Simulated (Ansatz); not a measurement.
Runs of Ansatz 0.2.0 on W. Symmetry: Fm-3m, No. 225, cubic system. Conventional cell: a = 4.060 Å, b = 4.060 Å, c = 4.060 Å, α = 90.00°, β = 90.00°, γ = 90.00°. W (site symmetry m-3m) is surrounded by 12 W at 2.87 Å. This isn't the form of W at room conditions, which is bcc.

```csv
task,level,spin,cell,k mesh,points for each segment of the path,gap on the mesh (eV),pressure (GPa)
band structure,PBEsol,off,as given,11 × 11 × 11,14,none,-12.7
band structure,RPBE,off,as given,11 × 11 × 11,14,none,-1.4
relaxation of cell and atoms,PBEsol,off,relaxed,11 × 11 × 11,-,none,0.0
band structure,PBEsol,"SOC, no magnetisation",as given,8 × 8 × 8,14,none,(a)
band structure,LDA,"SOC, no magnetisation",as given,8 × 8 × 8,14,none,-16.9
```

Alike in all rows: potentials or basis Ansatz PAW; cutoff (eV) 420; smearing fermi-dirac 0.05 eV.

Fill in the values left out.

(a) -11.9.

Caveats: the PAW data sets come from PBE, with cores solved anew for the run's functional, which leaves a small shift of forces and pressure; spin-orbit coupling is left out, which moves the levels of the heavy elements (some runs); the plane-wave basis is chosen anew once the cell has moved, so the energies of steps on either side of that aren't comparable (some runs); so large a pressure means that the cell lies far from this level's equilibrium, or that cutoff or potentials fall short (some runs).

A k mesh can miss the band edges, and rows without SOC leave out spin-orbit coupling on W.

A gap of «none» marks a metal or a gap under the smearing width.
